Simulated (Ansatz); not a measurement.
CuI (Marshite) in Ansatz: the effect of functional

Crystal: CuI (Marshite).

```
I Cu
1.0
     0.00000    3.03150    3.03150
     3.03150    0.00000    3.03150
     3.03150    3.03150    0.00000
I Cu
1 1
Direct
  0.00000 0.00000 0.00000
  0.75000 0.75000 0.75000
```

Alike in all runs:

* Program: Ansatz 0.2.0
* Task: single point
* Potentials or basis: all-electron PAW datasets made for the crystal
* k mesh: 6 × 6 × 6
* Occupations: fermi-dirac, width 0.05 eV
* Spin: no spin polarisation

Question: One run gave: gap on the mesh 3.29 eV; pressure 0.5 GPa. Which functional did it use?
A. PBE
B. PBE0
C. HSE06

Answer: B.

```csv
functional,cutoff,gap on the mesh (eV),pressure (GPa)
PBE,220 eV (chosen from the basis error),1.12,0.3
HSE06,290 eV (chosen from the basis error),2.63,0.6
PBE0,290 eV (chosen from the basis error),3.29,0.5
```

Caveats: spin-orbit coupling is left out, which moves the levels of the heavy elements.

The runs don't all hold the same shells in valence.
